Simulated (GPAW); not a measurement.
# CdTe (F-43m) in GPAW: settings compared, part 3 of 3

GPAW 26.7.0. Earlier steps stand in the parts before.

### 5 Dielectric tensor, PBE

Input file run.py:

```python
import numpy as np
from ase.dft.bandgap import bandgap
from ase.io import read, write
from gpaw import GPAW, PW
from gpaw.response.df import DielectricFunction

atoms = read('CdTe.xyz')

calc = GPAW(mode=PW(450),
            xc='PBE',
            kpts={'size': (6, 6, 6), 'gamma': True},
            occupations={'name': 'fermi-dirac', 'width': 0.001},
            nbands=18,
            convergence={'density': 1e-06},
            maxiter=150,
            txt='gpaw.txt')
atoms.calc = calc
energy = atoms.get_potential_energy()
calc.write('gs.gpw')
write('result.traj', atoms)
print(f'Energy: {energy:.6f} eV')
print('Fermi level:', round(calc.get_fermi_level(), 4), 'eV')
print(f'Gap: {bandgap(calc)[0]:.4f} eV, direct: {bandgap(calc, direct=True)[0]:.4f} eV')

for size in [(18, 18, 18)]:
    name = 'x'.join(str(n) for n in size)
    dense = calc.fixed_density(kpts={'size': size, 'gamma': True},
                               nbands=35, convergence={'bands': 29, 'eigenstates': 1e-7},
                               update_fermi_level=True, txt=f'dense-{name}.txt')
    dense.write(f'{name}.gpw', mode='all')
    df = DielectricFunction(f'{name}.gpw', frequencies=np.array([0.0]), hilbert=False, eta=0.001,
                            ecut=80, nbands=29, intraband=False, txt=f'df-{name}.txt')
    for xc in ['RPA']:
        for direction in ['x', 'y', 'z', [0, 1, 1], [1, 0, 1], [1, 1, 0]]:
            e0, e = df.get_macroscopic_dielectric_constant(xc=xc, direction=direction)
            print(f'{name} {xc} {direction}: {e0:.4f} without, {e:.4f} with local fields')
```

Input file CdTe.xyz:

```xyz
2
Lattice="0.0000000000 3.2050000000 3.2050000000 3.2050000000 0.0000000000 3.2050000000 3.2050000000 3.2050000000 0.0000000000" Properties=species:S:1:pos:R:3 pbc="T T T"
Te     4.8075000000      4.8075000000      4.8075000000
Cd     0.0000000000      0.0000000000      0.0000000000
```

Potentials or basis: GPAW PAW data sets (gpaw-data 1.2.1), pw.

Run with:

```
> OMP_NUM_THREADS=1 python run.py
```

gpaw.txt:

```text
__  _  _
 | _ |_)|_||  |
 |__||  | ||/\| - 26.7.0

Input parameters:
  mode=PW(ecut=450.00000000000006),
  convergence={'density': 1e-06},
  kpts=MonkhorstPack(size=(6, 6, 6), gamma=True),
  maxiter=150,
  nbands=18,
  occupations=Occupations(name='fermi-dirac', width=0.001),
  xc=XC(name='PBE')

Diagonalizing LCAO Hamiltonian
Converting LCAO to pw mode

                      Te

       Cd

Atoms  # Å, Bohr magnetons
|   | symbol |        x |        y |        z |    initial magnetic moments |
|---|--------|----------|----------|----------|-----------------------------|
| 0 |     Te | 4.807500 | 4.807500 | 4.807500 | ( 0.0000,  0.0000,  0.0000) |
| 1 |     Cd | 0.000000 | 0.000000 | 0.000000 | ( 0.0000,  0.0000,  0.0000) |

Unit cell  # Å
| periodic |        x |        y |        z |  lengths |    angles |
|----------|----------|----------|----------|----------|-----------|
|      yes | 0.000000 | 3.205000 | 3.205000 | 4.532554 | 60.000000 |
|      yes | 3.205000 | 0.000000 | 3.205000 | 4.532554 | 60.000000 |
|      yes | 3.205000 | 3.205000 | 0.000000 | 4.532554 | 60.000000 |

Number of symmetries: 24
Symmetry operations  # r_c * U_cc + t_c -> r_c
|    | kind |            matrix            |
|----|------|------------------------------|
|  0 |  E   |  1, 0, 0,  0, 1, 0,  0, 0, 1 |
|  1 |  σ   |  1, 0, 0,  0, 0, 1,  0, 1, 0 |
|  2 |  σ   |  1, 0,-1,  0, 1,-1,  0, 0,-1 |
|  3 |  C3  |  1, 0,-1,  0, 0,-1,  0, 1,-1 |
|  4 |  C3  |  1,-1, 0,  0,-1, 1,  0,-1, 0 |
|  5 |  σ   |  1,-1, 0,  0,-1, 0,  0,-1, 1 |
|  6 |  σ   |  0, 1, 0,  1, 0, 0,  0, 0, 1 |
|  7 |  C3  |  0, 1, 0,  0, 0, 1,  1, 0, 0 |
|  8 |  C2  |  0, 1,-1,  1, 0,-1,  0, 0,-1 |
|  9 |  S4  |  0, 1,-1,  0, 0,-1,  1, 0,-1 |
| 10 |  C3  |  0, 0, 1,  1, 0, 0,  0, 1, 0 |
| 11 |  σ   |  0, 0, 1,  0, 1, 0,  1, 0, 0 |
| 12 |  S4  |  0, 0,-1,  1, 0,-1,  0, 1,-1 |
| 13 |  C3  |  0, 0,-1,  0, 1,-1,  1, 0,-1 |
| 14 |  S4  |  0,-1, 1,  1,-1, 0,  0,-1, 0 |
| 15 |  C2  |  0,-1, 1,  0,-1, 0,  1,-1, 0 |
| 16 |  C3  |  0,-1, 0,  1,-1, 0,  0,-1, 1 |
| 17 |  S4  |  0,-1, 0,  0,-1, 1,  1,-1, 0 |
| 18 |  S4  | -1, 1, 0, -1, 0, 1, -1, 0, 0 |
| 19 |  C3  | -1, 1, 0, -1, 0, 0, -1, 0, 1 |
| 20 |  C3  | -1, 0, 1, -1, 1, 0, -1, 0, 0 |
| 21 |  S4  | -1, 0, 1, -1, 0, 0, -1, 1, 0 |
| 22 |  σ   | -1, 0, 0, -1, 1, 0, -1, 0, 1 |
| 23 |  C2  | -1, 0, 0, -1, 0, 1, -1, 1, 0 |

BZ-sampling:
  Number of BZ points: 216
  Number of IBZ points: 16

  Monkhorst-Pack size: [6, 6, 6]
[... 58 lines left out ...]
    |   5s |  2.000 |     -15.089 |    1.180 |
    |   5p |  4.000 |      -5.955 |    1.196 |
    |    s |        |      12.123 |    1.180 |
    |    p |        |      21.256 |    1.196 |
    |    d |        |       0.000 |    1.238 |

    Using partial waves for Te as LCAO basis

  Cd:
    name:    Cadmium
    Z:       48.0
    valence: 12
    core:    36
    charge:  0.0  # [|e|]
    compensation charges:
      type: gauss
      rc: 0.38  # [Å]
      lmax: 2
    cutoffs:
      filter: 2.12  # [Å]
      core: 2.62  # [Å]
    projectors
    | kind |    occ | energy [eV] | rcut [Å] |
    |------|--------|-------------|----------|
    |   5s |  2.000 |      -5.655 |    1.191 |
    |   5p |  0.000 |      -1.186 |    1.228 |
    |   4d | 10.000 |     -11.739 |    1.164 |
    |    s |        |      21.556 |    1.191 |
    |    p |        |      26.026 |    1.228 |
    |    d |        |      15.473 |    1.164 |

    Using partial waves for Cd as LCAO basis

Reference energy: -336963.801770  # eV

eigensolver:
  PPCG
  Converge bands: occupied
  niter=2

density mixing:
  MSR1-Mixer
  Pratt-step length: 0.05
  Maximum mixing coefficient: 0.75
  Old densities: 10
  SVD Regularization: 0.005
  Good broyden scale: 1.0
  Trust region scale: 1.0
  Backstep threshold: 4.0
  History deletion threshold: 6.0
  Fourier metric: weight=20.0, sigma=0.015

occupation numbers:
  Fermi-Dirac:
    width: 0.0010  # eV

poisson solver:
  ecut: 3600.0000000000005  # eV

xc functional:
  name: PBE with 2 nearest neighbor stencil

convergence criteria:
- Maximum integral of absolute [dens]ity change: 1e-06 electrons / valence electron
- Maximum [total energy] change in last 3 cyles: 0.0005 eV / valence electron
- Maximum integral of absolute [eigenst]ate change: 4e-08 eV^2 / valence electron
maximum number of iterations: 150

SCF iterations
|iter     | |      energy | eigst |  dens |
|---------|-|-------------|-------|-------|
|iter:   1| |   -5.186472 | -0.44 |       |
|iter:   2| |   -5.142220 | -2.39 | -1.25 |
|iter:   3| |   -4.971439 | -1.78 | -1.30 |
|iter:   4| |   -4.970335 | -3.36 | -1.79 |
|iter:   5| |   -4.969965c| -3.85 | -2.24 |
|iter:   6| |   -4.970003c| -5.50 | -2.95 |
|iter:   7| |   -4.970007c| -6.70 | -3.56 |
|iter:   8| |   -4.970007c| -7.90c| -4.47 |
|iter:   9| |   -4.970007c| -8.41c| -5.33 |
|iter:  10| |   -4.970007c| -8.92c| -5.92 |
|iter:  11| |   -4.970007c| -9.34c| -6.41c|

Converged in 11 steps
Energy contributions relative to reference atoms: (reference = -336963.801770)

Energy contributions:
  Kinetic:          22.401531
  Coulomb:         -20.248127
  Zero:              0.294830
  External:          0.000000
  Xc:               -7.418241
  Entropy:          -0.000000
  Spinorbit:         0.000000
  ----------------------------
  Free energy:      -4.970007
  Extrapolated:     -4.970007

dipole moment: (-16.506113, -16.506113, -16.506113)  # |e|*Ang

Fermi level: 4.434
Eigenvalues  # (at kpt = [0.000, 0.000, 0.000])
| band index |      eig [eV] | occ [0-2] |
|------------|---------------|-----------|
|          0 |        -7.266 |     2.000 |
|          1 |        -4.270 |     2.000 |
|          2 |        -4.270 |     2.000 |
|          3 |        -4.270 |     2.000 |
|          4 |        -3.982 |     2.000 |
|          5 |        -3.982 |     2.000 |
[... 10 lines left out ...]
|         16 |        14.189 |     0.000 |
|         17 |        14.189 |     0.000 |

Gap: 0.868 eV
Transition (v -> c):
  (s=0, k=0, n=8, [0.00, 0.00, 0.00]) -> (s=0, k=0, n=9, [0.00, 0.00, 0.00])
No difference between direct/indirect transitions
# Writing to gs.gpw (mode='')
```

stdout:

```text
Energy: -4.970007 eV
Fermi level: 4.4337 eV
Gap: 0.8685 eV, direct: 0.8685 eV
18x18x18 RPA x: 8.8203 without, 7.8411 with local fields
18x18x18 RPA y: 8.8203 without, 7.8411 with local fields
18x18x18 RPA z: 8.8203 without, 7.8411 with local fields
18x18x18 RPA [0, 1, 1]: 8.8203 without, 7.8411 with local fields
18x18x18 RPA [1, 0, 1]: 8.8203 without, 7.8411 with local fields
18x18x18 RPA [1, 1, 0]: 8.8203 without, 7.8411 with local fields
```

df-18x18x18.txt:

```text
FrequencyGridDescriptor(from 0.000 to 0.000 eV, 1 points)
FrequencyGridDescriptor(from 0.000 to 0.000 eV, 1 points)

Calculating chi0 body with:
    Ground state adapter containing:
    Number of spins: 1
    Number of kpoints: 5832
    Number of irreducible kpoints: 195
    Number of completely occupied states: 9
    Number of partially occupied states: 9

    Linear response parametrization:
    q_c: [0.0, 0.0, 0.0]
    Number of frequency points: 1
    Planewave cutoff: 80.0
    Number of bands: 29
    Number of planewaves: 113
    Broadening (eta): 0.001

Integrating chi0 body.

Symmetries of q_c:
    Direct symmetries (Uq -> q): 24
    Indirect symmetries (TUq -> q): 24
In total 48 allowed symmetries.

Integral kind: response function

Calculating chi0 optical extensions with:
    Ground state adapter containing:
    Number of spins: 1
    Number of kpoints: 5832
    Number of irreducible kpoints: 195
    Number of completely occupied states: 9
    Number of partially occupied states: 9

    Linear response parametrization:
    Number of frequency points: 1
    Planewave cutoff: 80.0
    Number of bands: 29
    Number of planewaves: 113
    Broadening (eta): 0.001
Integrating chi0 head and wings.

Symmetries of q_c:
    Direct symmetries (Uq -> q): 24
    Indirect symmetries (TUq -> q): 24
In total 48 allowed symmetries.

Integral kind: response function wings

Finished calculating chi0
```

Wall time 2.5 min (1 thread of AMD EPYC 7B13 (Zen 3), shared host); peak memory 0.52 GiB.

Results:

```
Free energy                             : -4.9700 eV
Band gap on the k mesh                  : 0.87 eV, direct
Electronic dielectric tensor (diagonal) : 7.84
```

Electronic dielectric tensor:
```
7.84 0.00 0.00
0.00 7.84 0.00
0.00 0.00 7.84
```

Caveat: the long-wavelength limit can be off by several per cent where d states take part; spin-orbit coupling is left out, which moves the levels of the heavy elements.

### 6 Overview

| level | potentials or basis | gap on the mesh (eV) |
| --- | --- | --- |
| LDA | the program's PAW data sets (release 1.2.1) made for this functional, pw | 0.61 |
| AM05 | PAW data sets generated in the run's folder for this functional, pw | 0.84 |
| PBEsol | PAW data sets generated in the run's folder for this functional, pw | 0.75 |
| PBE | GPAW PAW data sets (gpaw-data 1.2.1), pw | 0.87 |

Alike in all rows: task dielectric tensor; no spin polarisation; cell as given; k mesh 6 × 6 × 6; cutoff (eV) 450; smearing fermi-dirac 0.001 eV.

Caveats: the long-wavelength limit can be off by several per cent where d states take part; spin-orbit coupling is left out, which moves the levels of the heavy elements; the gap is small at this level, which inflates the dielectric constant (some runs).

Total energies depend on the potentials used, so only differences within one code and one set of settings carry meaning.

### 7 How close it comes

Step 2. Measured gap of CdTe: 1.607 eV (0 K; a printed reference work, data compilation). This calculation gives 0.61 eV (-1.00 eV). Spin-orbit coupling on Cd, Te is left out. The value is that of LDA on a finite k mesh, which can miss the band edges, without temperature or zero-point motion. Semilocal functionals fall short of measured gaps as a rule.

Step 3. A measured gap of CdTe is 1.607 eV (0 K; a printed reference work, data compilation); the calculated 0.84 eV misses it by -0.77 eV. Spin-orbit coupling on Cd, Te is left out. The value is that of AM05 on a finite k mesh, which can miss the band edges, without temperature or zero-point motion. Semilocal functionals fall short of measured gaps as a rule.

Step 4. A measured gap of CdTe is 1.607 eV (0 K; a printed reference work, data compilation); the calculated 0.75 eV misses it by -0.85 eV. Spin-orbit coupling on Cd, Te is left out. The value is that of PBEsol on a finite k mesh, which can miss the band edges, without temperature or zero-point motion. Semilocal functionals fall short of measured gaps as a rule.

Step 5. Measured gap of CdTe: 1.607 eV (0 K; a printed reference work, data compilation). This calculation gives 0.87 eV (-0.74 eV). Spin-orbit coupling on Cd, Te is left out. The value is that of PBE on a finite k mesh, which can miss the band edges, without temperature or zero-point motion. Semilocal functionals fall short of measured gaps as a rule.
